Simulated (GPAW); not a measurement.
Runs of GPAW 26.7.0 on ZrS2. The structure is trigonal, space group P-3m1 (No. 164). Conventional cell: a = 3.691 Å, b = 3.691 Å, c = 6.041 Å, α = 90.00°, β = 90.00°, γ = 120.00°. Zr (site symmetry -3m) is surrounded by 6 S at 2.57 Å. S (site symmetry 3m) has 3 Zr at 2.57 Å as nearest neighbours. The cell is a database's computed one.

```tsv
task	level	potentials or basis	U	k mesh	cutoff (eV)	smearing	maxiter	convergence	response ecut	frequency	extrapolate	mesh quality	gap on the mesh (eV)	pressure (GPa)	largest force (eV/Å)
single point	PBE	GPAW PAW data sets (gpaw-data 1.2.1), pw	-	7 × 7 × 4	450	fermi-dirac 0.05 eV	120	default	-	-	-	not flagged	1.09	(b)	0.01
single point	YS-PBE0	GPAW PAW data sets (gpaw-data 1.2.1), pw	-	4 × 4 × 2	450	fermi-dirac 0.05 eV	60	-	-	-	-	coarse	1.90	-	0.55
band structure	LDA+U	the program's PAW data sets (release 1.2.1) made for this functional, pw	Zr d U = 7 eV	6 × 6 × 3	600	fermi-dirac 0.05 eV	150	-	-	-	-	not flagged	2.04	(a)	0.30
dielectric tensor	PBE	GPAW PAW data sets (gpaw-data 1.2.1), pw	-	7 × 7 × 4	450	fermi-dirac 0.001 eV	150	-	80 eV	-	-	not flagged	1.09	-	-
```

Alike in all rows: no spin polarisation; cell as given.

**Question.** Estimate the missing entries.

**Answer.** (a) 1.7; (b) -0.2.

Caveats: some runs use coarse meshes; an odd mesh through Γ misses points on the zone boundary, where band edges often lie (some runs); this functional lacks dispersion, which binds the layers, so the pressure and a relaxed spacing across them are unreliable (some runs); the cutoff is short for stress and forces, so pressures can be off by a GPa or more (some runs); exact exchange converges slowly with the k mesh, and this mesh is small (some runs); the PAW data sets were made with another functional, which shifts forces and pressure a little (some runs); the long-wavelength limit can be off by several per cent where d states take part (some runs).

A k mesh can miss the band edges, and the runs leave out spin-orbit coupling on Zr.
